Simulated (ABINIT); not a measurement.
# BaTiO3 (Pm-3m) in ABINIT: settings compared

The runs below take BaTiO3 through single point, relaxation of cell and atoms, with PBE, LDA.

Program: ABINIT 10.8.3 (patched build). These are calculated values, not measurements. Logs are shortened: lines on timing, memory, paths and dates and some standing lists are left out, and cuts for length are marked. The log counts tension as positive stress, the text compression.

### Step 1. Starting point

It takes space group Pm-3m (No. 221, cubic). The conventional cell has a = 4.006 Å, b = 4.006 Å, c = 4.006 Å, α = 90.00°, β = 90.00°, γ = 90.00°. Ba (site symmetry m-3m) is surrounded by 12 O at 2.83 Å. Ti (site symmetry m-3m) is surrounded by 6 O at 2.00 Å. Around O (site symmetry 4/mmm) lie 2 Ti at 2.00 Å.

### Step 2. Single point, PBE

run.abi reads:

```
# Pseudopotentials
pp_dirpath "./"
pseudos "Ba.upf, Ti.upf, O.upf"

# Structure
acell 7.5702428553 7.5702428553 7.5702428553
rprim
     1.0000000000     0.0000000000     0.0000000000
     0.0000000000     1.0000000000     0.0000000000
     0.0000000000     0.0000000000     1.0000000000
ntypat 3
znucl 56 22 8
natom 5
typat 1 2 3 3 3
xred
     0.5000000000     0.5000000000     0.5000000000
     0.0000000000     0.0000000000     0.0000000000
     0.0000000000     0.0000000000     0.5000000000
     0.0000000000     0.5000000000     0.0000000000
     0.5000000000     0.0000000000     0.0000000000

# Plane-wave basis
ecut 35.0

# k points
kptopt 1
ngkpt 5 5 5
nshiftk 1
shiftk 0.0 0.0 0.0

# Exchange and correlation
ixc 11

# Bands and occupations
nband 24
occopt 3
tsmear 0.05 eV

# SCF cycle
nstep 100
tolvrs 1.0e-10

# Output
iomode 3
prtwf 0
prtden 0
prteig 0
prtebands 0
```

Potentials or basis: PseudoDojo NC SR PBE v0.4.1 standard.

On the command line:

```
> mpirun --bind-to none -np 4 abinit run.abi > log 2>&1
```

run.abo:

```text
.Version 10.8.3 of ABINIT
 Symmetries : space group Pm -3 m (#221); Bravais cP (primitive cubic)
================================================================================
 Values of the parameters that define the memory need of the present run
     intxc =       0    ionmov =       0      iscf =       7    lmnmax =       6
     lnmax =       6     mgfft =      45  mpssoang =       3    mqgrid =    3001
     natom =       5  nloc_mem =       1    nspden =       1   nspinor =       1
    nsppol =       1      nsym =      48    n1xccc =    2501    ntypat =       3
    occopt =       3   xclevel =       2
       mpw =        4305          nfft =       91125          nkpt =          10
================================================================================
================================================================================

--------------------------------------------------------------------------------
------------- Echo of variables that govern the present computation ------------
--------------------------------------------------------------------------------
 -outvars: echo values of preprocessed input variables --------
            acell      7.5702428553E+00  7.5702428553E+00  7.5702428553E+00 Bohr
              amu      1.37327000E+02  4.78800000E+01  1.59994000E+01
             ecut      3.50000000E+01 Hartree
              ixc          11
         kptrlatt        5    0    0      0    5    0      0    0    5
          kptrlen      3.78512143E+01
            natom           5
            nband          24
            ngfft          45      45      45
             nkpt          10
            nstep         100
             nsym          48
           ntypat           3
           occopt           3
           prtden           0
        prtebands           0
           prteig           0
            prtwf           0
          spgroup         221
           tolvrs      1.00000000E-10
           tsmear      1.83746611E-03 Hartree
            typat      1  2  3  3  3
           xangst      2.0029999987E+00  2.0029999987E+00  2.0029999987E+00
                       0.0000000000E+00  0.0000000000E+00  0.0000000000E+00
                       0.0000000000E+00  0.0000000000E+00  2.0029999987E+00
                       0.0000000000E+00  2.0029999987E+00  0.0000000000E+00
                       2.0029999987E+00  0.0000000000E+00  0.0000000000E+00
            xcart      3.7851214276E+00  3.7851214276E+00  3.7851214276E+00
                       0.0000000000E+00  0.0000000000E+00  0.0000000000E+00
                       0.0000000000E+00  0.0000000000E+00  3.7851214276E+00
                       0.0000000000E+00  3.7851214276E+00  0.0000000000E+00
                       3.7851214276E+00  0.0000000000E+00  0.0000000000E+00
             xred      5.0000000000E-01  5.0000000000E-01  5.0000000000E-01
                       0.0000000000E+00  0.0000000000E+00  0.0000000000E+00
                       0.0000000000E+00  0.0000000000E+00  5.0000000000E-01
                       0.0000000000E+00  5.0000000000E-01  0.0000000000E+00
                       5.0000000000E-01  0.0000000000E+00  0.0000000000E+00
            znucl       56.00000   22.00000    8.00000

================================================================================

 chkinp: Checking input parameters for consistency.

================================================================================
== DATASET  1 ==================================================================

--- !DatasetInfo
iteration_state: {dtset: 1, }
dimensions: {natom: 5, nkpt: 10, mband: 24, nsppol: 1, nspinor: 1, nspden: 1, mpw: 4305, }
cutoff_energies: {ecut:  35.0, pawecutdg:  -1.0, }
electrons: {nelect:   4.00000000E+01, charge:   0.00000000E+00, occopt:   3.00000000E+00, tsmear:   1.83746611E-03, }
meta: {optdriver: 0, ionmov: 0, optcell: 0, iscf: 7, paral_kgb: 0, }
...

 Exchange-correlation functional for the present dataset will be:
  GGA: Perdew-Burke-Ernzerhof functional - ixc=11
  J.P.Perdew, K.Burke, M.Ernzerhof, PRL 77, 3865 (1996)

 Real(R)+Recip(G) space primitive vectors, cartesian coordinates (Bohr,Bohr^-1):
 R(1)=  7.5702429  0.0000000  0.0000000  G(1)=  0.1320962  0.0000000  0.0000000
 R(2)=  0.0000000  7.5702429  0.0000000  G(2)=  0.0000000  0.1320962  0.0000000
 R(3)=  0.0000000  0.0000000  7.5702429  G(3)=  0.0000000  0.0000000  0.1320962
 Unit cell volume ucvol=  4.3383984E+02 bohr^3
 Angles (23,13,12)=  9.00000000E+01  9.00000000E+01  9.00000000E+01 degrees

 getcut: wavevector=  0.0000  0.0000  0.0000  ngfft=  45  45  45
         ecut(hartree)=     35.000   => boxcut(ratio)=   2.18245

--- Pseudopotential description ------------------------------------------------
- pspini: atom type   1  psp file is ./Ba.upf
12 -101130 2 -1 1958                          pspcod,pspxc,lmax,lloc,mmax
     nproj     2     2     2

- pspini: atom type   2  psp file is ./Ti.upf
[... 88 lines left out ...]

 ----iterations are completed or convergence reached----

 Mean square residual over all n,k,spin=   29.103E-08; max=  36.072E-06
 reduced coordinates (array xred) for    5 atoms
       0.500000000000      0.500000000000      0.500000000000
       0.000000000000      0.000000000000      0.000000000000
       0.000000000000      0.000000000000      0.500000000000
       0.000000000000      0.500000000000      0.000000000000
       0.500000000000      0.000000000000      0.000000000000
 rms dE/dt=  0.0000E+00; max dE/dt=  0.0000E+00; dE/dt below (all hartree)
    1       0.000000000000      0.000000000000      0.000000000000
    2       0.000000000000      0.000000000000      0.000000000000
    3       0.000000000000      0.000000000000      0.000000000000
    4       0.000000000000      0.000000000000      0.000000000000
    5       0.000000000000      0.000000000000      0.000000000000

 cartesian coordinates (angstrom) at end:
    1      2.00299999865415     2.00299999865415     2.00299999865415
    2      0.00000000000000     0.00000000000000     0.00000000000000
    3      0.00000000000000     0.00000000000000     2.00299999865415
    4      0.00000000000000     2.00299999865415     0.00000000000000
    5      2.00299999865415     0.00000000000000     0.00000000000000

 cartesian forces (hartree/bohr) at end:
    1     -0.00000000000000    -0.00000000000000    -0.00000000000000
    2     -0.00000000000000    -0.00000000000000    -0.00000000000000
    3     -0.00000000000000    -0.00000000000000    -0.00000000000000
    4     -0.00000000000000    -0.00000000000000    -0.00000000000000
    5     -0.00000000000000    -0.00000000000000    -0.00000000000000
 frms,max,avg= 0.0000000E+00 0.0000000E+00   0.000E+00  0.000E+00  0.000E+00 h/b

 cartesian forces (eV/Angstrom) at end:
    1     -0.00000000000000    -0.00000000000000    -0.00000000000000
    2     -0.00000000000000    -0.00000000000000    -0.00000000000000
    3     -0.00000000000000    -0.00000000000000    -0.00000000000000
    4     -0.00000000000000    -0.00000000000000    -0.00000000000000
    5     -0.00000000000000    -0.00000000000000    -0.00000000000000
 frms,max,avg= 0.0000000E+00 0.0000000E+00   0.000E+00  0.000E+00  0.000E+00 e/A
 length scales=  7.570242855300  7.570242855300  7.570242855300 bohr
              =  4.005999997308  4.005999997308  4.005999997308 angstroms
 Fermi (or HOMO) energy (hartree) =   0.27451   Average Vxc (hartree)=  -0.42033
 Eigenvalues (hartree) for nkpt=  10  k points:
 kpt#   1, nband= 24, wtk=  0.00800, kpt=  0.0000  0.0000  0.0000 (reduced coord)
  -1.83758   -0.96403   -0.96403   -0.96403   -0.66769   -0.37549   -0.35065   -0.35065
  -0.12254   -0.12254   -0.12254    0.15825    0.15825    0.15825    0.20238    0.20238
   0.20238    0.23738    0.23738    0.23738    0.30835    0.30835    0.30835    0.38818
      occupation numbers for kpt#   1
   2.00000    2.00000    2.00000    2.00000    2.00000    2.00000    2.00000    2.00000
   2.00000    2.00000    2.00000    2.00000    2.00000    2.00000    2.00000    2.00000
   2.00000    2.00000    2.00000    2.00000    0.00000    0.00000    0.00000    0.00000
 prteigrs : prtvol=0 or 1, do not print more k-points.

--- !EnergyTerms
iteration_state     : {dtset: 1, }
comment             : Components of total free energy in Hartree
kinetic             :  6.26679009843584E+01
hartree             :  2.97594660343267E+01
xc                  : -2.80434681129270E+01
Ewald energy        : -1.03574517585627E+02
psp_core            :  5.53377600824006E+00
local_psp           : -1.00448486680706E+02
non_local_psp       : -3.27834910420885E+00
internal            : -1.37383678456544E+02
'-kT*entropy'       : -6.88097923456675E-11
total_energy        : -1.37383678456613E+02
total_energy_eV     : -3.73840033837655E+03
band_energy         : -1.06559681880667E+01
...

 Cartesian components of stress tensor (hartree/bohr^3)
  sigma(1 1)= -1.61497706E-05  sigma(3 2)=  0.00000000E+00
  sigma(2 2)= -1.61497706E-05  sigma(3 1)=  0.00000000E+00
  sigma(3 3)= -1.61497706E-05  sigma(2 1)=  0.00000000E+00

-Cartesian components of stress tensor (GPa)         [Pressure=  4.7514E-01 GPa]
- sigma(1 1)= -4.75142655E-01  sigma(3 2)=  0.00000000E+00
- sigma(2 2)= -4.75142655E-01  sigma(3 1)=  0.00000000E+00
- sigma(3 3)= -4.75142655E-01  sigma(2 1)=  0.00000000E+00

== END DATASET(S) ==============================================================
================================================================================

 -outvars: echo values of variables after computation  --------
            acell      7.5702428553E+00  7.5702428553E+00  7.5702428553E+00 Bohr
           etotal     -1.3738367846E+02
            fcart     -0.0000000000E+00 -0.0000000000E+00 -0.0000000000E+00
                      -0.0000000000E+00 -0.0000000000E+00 -0.0000000000E+00
                      -0.0000000000E+00 -0.0000000000E+00 -0.0000000000E+00
                      -0.0000000000E+00 -0.0000000000E+00 -0.0000000000E+00
                      -0.0000000000E+00 -0.0000000000E+00 -0.0000000000E+00
           strten     -1.6149770581E-05 -1.6149770581E-05 -1.6149770581E-05
                       0.0000000000E+00  0.0000000000E+00  0.0000000000E+00
           xangst      2.0029999987E+00  2.0029999987E+00  2.0029999987E+00
                       0.0000000000E+00  0.0000000000E+00  0.0000000000E+00
                       0.0000000000E+00  0.0000000000E+00  2.0029999987E+00
                       0.0000000000E+00  2.0029999987E+00  0.0000000000E+00
                       2.0029999987E+00  0.0000000000E+00  0.0000000000E+00
             xred      5.0000000000E-01  5.0000000000E-01  5.0000000000E-01
                       0.0000000000E+00  0.0000000000E+00  0.0000000000E+00
                       0.0000000000E+00  0.0000000000E+00  5.0000000000E-01
                       0.0000000000E+00  5.0000000000E-01  0.0000000000E+00
                       5.0000000000E-01  0.0000000000E+00  0.0000000000E+00
 Calculation completed.
```

Wall time 15 s (4 MPI ranks of AMD EPYC 9R45 (Zen 5), shared host); peak memory 0.32 GiB.

Results:

- Free energy: -3738.4003 eV
- Band gap on the k mesh: 1.91 eV, indirect (least direct gap 1.93 eV)
- Valence electrons inside the program's atomic spheres: Ba 5.30; Ti 9.38; O 6.21

Levels at points of the mesh, in eV from the valence-band top:
| k point | band 16 | band 17 | band 18 | band 19 | band 20 | band 21 | band 22 | band 23 | band 24 |
| --- | --- | --- | --- | --- | --- | --- | --- | --- | --- |
| (0.00, 0.00, 0.00) | -0.98 | -0.98 | -0.02 | -0.02 | -0.02 | 1.91 | 1.91 | 1.91 | 4.08 |

Caveat: the cutoff is too short for stress, so the log's stress isn't used; this set's barium file shifts pressures by 1 GPa against other sets; this release of the barium file is off; spin-orbit coupling is left out, which moves the levels of the heavy elements; an odd mesh through Γ misses points on the zone boundary, where band edges often lie.

### Step 3. Single point, LDA

run.abi, as its differences from that of step 2:

```diff
@@ -5,7 +5,7 @@
 # Structure
-acell 7.5702428553 7.5702428553 7.5702428553
+acell 3*1.0 Angstrom
 rprim
-     1.0000000000     0.0000000000     0.0000000000
-     0.0000000000     1.0000000000     0.0000000000
-     0.0000000000     0.0000000000     1.0000000000
+     4.0060000000     0.0000000000     0.0000000000
+     0.0000000000     4.0060000000     0.0000000000
+     0.0000000000     0.0000000000     4.0060000000
 ntypat 3
@@ -22,3 +22,3 @@
 # Plane-wave basis
-ecut 35.0
+ecut 952.398519 eV
 
@@ -31,3 +31,3 @@
 # Exchange and correlation
-ixc 11
+ixc 7
 
@@ -36,3 +36,3 @@
 occopt 3
-tsmear 0.05 eV
+tsmear 0.00183747
 
@@ -48 +48,2 @@
 prtebands 0
+enunit 2
```

Potentials or basis: PseudoDojo NC SR LDA v0.4.1 standard.

On the command line:

```
> mpirun --bind-to none -np 4 abinit run.abi > log 2>&1
```

Run time: 19 s. Hardware: 4 MPI ranks of Arm Neoverse V2, shared host; peak memory 0.28 GiB.

The run converged. Its results:

```
Free energy                                           : -3738.6677 eV
Band gap on the k mesh                                : 1.83 eV, indirect (least direct gap 1.85 eV)
Valence electrons inside the program's atomic spheres : Ba 5.29; Ti 9.39; O 6.18
```

Levels at points of the mesh, in eV from the valence-band top:
| k point | band 16 | band 17 | band 18 | band 19 | band 20 | band 21 | band 22 | band 23 | band 24 |
| --- | --- | --- | --- | --- | --- | --- | --- | --- | --- |
| (0.00, 0.00, 0.00) | -0.99 | -0.99 | -0.02 | -0.02 | -0.02 | 1.83 | 1.83 | 1.83 | 4.12 |

Caveat: the cutoff is too short for stress, so the log's stress isn't used; this set's barium file shifts pressures by 1 GPa against other sets; this release of the barium file is off; spin-orbit coupling is left out, which moves the levels of the heavy elements; an odd mesh through Γ misses points on the zone boundary, where band edges often lie.

### Step 4. Relaxation of cell and atoms, PBE

run.abi reads:

```
# Pseudopotentials
pp_dirpath "./"
pseudos "Ba.upf, Ti.upf, O.upf"

# Structure
acell 4.006 4.006 4.006 Angstrom
rprim
     1.0000000000     0.0000000000     0.0000000000
     0.0000000000     1.0000000000     0.0000000000
     0.0000000000     0.0000000000     1.0000000000
ntypat 3
znucl 56 22 8
natom 5
typat 1 2 3 3 3
chkprim 0
chksymtnons 0
tolsym 1.0e-6
xred
            1/2            1/2            1/2
            0.0            0.0            0.0
            0.0            0.0            1/2
            0.0            1/2            0.0
            1/2            0.0            0.0

# Plane-wave basis
ecut 46.0
ecutsm 0.5

# k points
kptopt 1
ngkpt 5 5 5
nshiftk 1
shiftk 0.0 0.0 0.0

# Exchange and correlation
ixc 11

# Bands and occupations
nband 24
occopt 3
tsmear 0.00183747

# SCF cycle
nstep 80
tolvrs 1.0e-12

# Output
iomode 3
prteig 0
prtebands 0
prtwf 0
prtden 0

# Relaxation
ionmov 2
optcell 2
ntime 50
tolmxf 2.0e-5
dilatmx 1.08
```

Potentials or basis: PseudoDojo NC SR PBE v0.4 stringent.

On the command line:

```
> abinit run.abi > log 2>&1
```

Wall time 4.6 min (1 thread of Intel Xeon 6975P-C (Granite Rapids), shared host); peak memory 0.12 GiB.

Results (log left out):

| Property | Result |
| --- | --- |
| Free energy | -3739.6232 eV |
| Relaxed volume | 12.96 Å³/atom |
| Relaxed cell | a = 4.017 Å, b = 4.017 Å, c = 4.017 Å, α = 90.00°, β = 90.00°, γ = 90.00° |
| Space group after relaxing (to 0.05 Å) | Pm-3m (No. 221) |
| Energy gained by relaxing | 0.4 meV/atom |
| Ionic steps | 4 |
| Pressure after relaxing | 0.0 GPa |
| Band gap on the k mesh | 1.91 eV, indirect (least direct gap 1.92 eV) |

The path:
| step | energy change (eV) | largest force (eV/Å) | pressure (GPa) | volume (Å³) |
| --- | --- | --- | --- | --- |
| 1 | 0.0000 | 0.0000 | 1.35 | 64.29 |
| 2 | -0.0017 | 0.0000 | 0.66 | 64.55 |
| 3 | -0.0022 | 0.0000 | 0.01 | 64.81 |
| 4 | -0.0022 | 0.0000 | 0.00 | 64.81 |

Final structure:
```
Ba Ti O
1.0
     4.01688    0.00000    0.00000
     0.00000    4.01688    0.00000
     0.00000    0.00000    4.01688
Ba Ti O
1 1 3
Direct
  0.50000 0.50000 0.50000
  0.00000 0.00000 0.00000
  0.00000 0.00000 0.50000
  0.00000 0.50000 0.00000
  0.50000 0.00000 0.00000
```

Caveat: spin-orbit coupling is left out, which moves the levels of the heavy elements; an odd mesh through Γ misses points on the zone boundary, where band edges often lie. Zero-point motion and thermal expansion aren't in these numbers.

### Step 5. Single point, PBE (cell relaxed)

run.abi reads:

```
# Pseudopotentials
pp_dirpath "./"
pseudos "Ba.upf, Ti.upf, O.upf"

# Structure
acell 3*1.0 Angstrom
rprim
     4.0168831200     0.0000000000     0.0000000000
     0.0000000000     4.0168831200     0.0000000000
     0.0000000000     0.0000000000     4.0168831200
ntypat 3
znucl 56 22 8
natom 5
typat 1 2 3 3 3
xred
     0.5000000000     0.5000000000     0.5000000000
     0.0000000000     0.0000000000     0.0000000000
     0.0000000000     0.0000000000     0.5000000000
     0.0000000000     0.5000000000     0.0000000000
     0.5000000000     0.0000000000     0.0000000000
chkprim 0
chksymtnons 0
tolsym 1.0e-6

# Plane-wave basis
ecut 46.0

# k points
kptopt 1
ngkpt 5 5 5
nshiftk 1
shiftk 0.0 0.0 0.0

# Exchange and correlation
ixc 11

# Bands and occupations
nband 24
occopt 3
tsmear 0.05 eV

# SCF cycle
nstep 100
tolvrs 1.0e-10

# Output
iomode 3
prtwf 0
prtden 0
prteig 0
prtebands 0
enunit 2
```

On the command line:

```
> abinit run.abi > log 2>&1
```

It took 62 s on 1 thread of Intel Xeon 6975P-C (Granite Rapids), shared host; peak memory 0.11 GiB.

The run converged. Its results:

```
Free energy                                           : -3739.6233 eV
Pressure                                              : 0.0 GPa
Band gap on the k mesh                                : 1.91 eV, indirect (least direct gap 1.92 eV)
Valence electrons inside the program's atomic spheres : Ba 5.25; Ti 9.35; O 6.18
```

Levels at points of the mesh, in eV from the valence-band top:
```csv
k point,band 16,band 17,band 18,band 19,band 20,band 21,band 22,band 23,band 24
"(0.00, 0.00, 0.00)",-0.97,-0.97,-0.01,-0.01,-0.01,1.91,1.91,1.91,4.04
```

Caveat: spin-orbit coupling is left out, which moves the levels of the heavy elements; an odd mesh through Γ misses points on the zone boundary, where band edges often lie.

### Step 6. The runs side by side

| task | level | potentials or basis | cell | cutoff (eV) | cell freedom (optcell) | optimiser (ionmov) | cutoff smearing ecutsm (Ha) | force stop (Ha/bohr) | gap on the mesh (eV) | pressure (GPa) |
| --- | --- | --- | --- | --- | --- | --- | --- | --- | --- | --- |
| single point | PBE | PseudoDojo NC SR PBE v0.4.1 standard | as given | 952 | - | - | - | - | 1.91 | - |
| single point | LDA | PseudoDojo NC SR LDA v0.4.1 standard | as given | 952 | - | - | - | - | 1.83 | - |
| relaxation of cell and atoms | PBE | PseudoDojo NC SR PBE v0.4 stringent | relaxed | 1252 | 2 | 2 | 0.5 | 2e-05 | 1.91 | 0.0 |
| single point | PBE | PseudoDojo NC SR PBE v0.4 stringent | cell relaxed | 1252 | - | - | - | - | 1.91 | 0.0 |

Alike in all rows: no spin polarisation; k mesh 5 × 5 × 5; smearing fermi-dirac 0.05 eV.

Caveats: spin-orbit coupling is left out, which moves the levels of the heavy elements; an odd mesh through Γ misses points on the zone boundary, where band edges often lie; this set's barium file shifts pressures by 1 GPa against other sets (some runs); this release of the barium file is off (some runs).

Total energies depend on the potentials used, so only differences within one code and one set of settings carry meaning.
